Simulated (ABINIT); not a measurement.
A run of ABINIT 10.8.3 (patched build) is set up as follows.

Contents of run.abi:

```
# Pseudopotentials
pp_dirpath "./"
pseudos "Ag.GGA_PBE-JTH.xml"

# Structure
acell 3*1.0
rprim
     0.0000000000     3.8602380411     3.8602380411
     3.8602380411     0.0000000000     3.8602380411
     3.8602380411     3.8602380411     0.0000000000
ntypat 1
znucl 47
natom 1
typat 1
xred
     0.0000000000     0.0000000000     0.0000000000

# Plane-wave basis
ecut 17.0
pawecutdg 34.0

# k points
kptopt 1
ngkpt 14 14 14
nshiftk 1
shiftk 0.0 0.0 0.0

# Exchange and correlation
ixc -116133

# Bands and occupations
nband 10
occopt 3
tsmear 0.05 eV

# SCF cycle
nstep 100
tolvrs 1.0e-9

# Output
iomode 3
prtwf 0
prtden 0
prteig 0
prtebands 0
enunit 2
```

Potentials or basis: JTH PAW PBE v2.0.

The run is started by

```sh
$ abinit run.abi > log 2>&1
```

Question: Predict the pressure.

Answer: -2.6 GPa.

Question: What does it give for the band gap on the k mesh?

Answer: None (metal or under the smearing width).

Caveat: the PAW data sets were made with another functional, which shifts forces and pressure a little.
